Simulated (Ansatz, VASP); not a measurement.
**Ti: VASP beside Ansatz**

```
Ti
1.0
    -1.64100    1.64100    1.64100
     1.64100   -1.64100    1.64100
     1.64100    1.64100   -1.64100
Ti
1
Direct
  0.00000 0.00000 0.00000
```

This isn't the form of Ti at room conditions, which is hcp.

Alike in both runs: task single point; functional PBE; k mesh 11 × 11 × 11; occupations gaussian, width 0.015 eV; no spin polarisation.

```csv
,VASP,Ansatz
version,VASP 6.6.1,Ansatz 0.2.0
potentials or method,"VASP PAW PBE potentials, release 64 (Ti_sv)",Ansatz PAW
plane-wave cutoff (eV),520,420
valence electrons in the cell,12,12
```

|  | VASP | Ansatz | Ansatz less VASP |
| --- | --- | --- | --- |
| gap on the k mesh at the Fermi level (eV) | none | none | - |
| pressure (GPa) | -3.5 | -2.9 | +0.57 |

A gap of «none» marks a metal or a gap that the smearing closes.
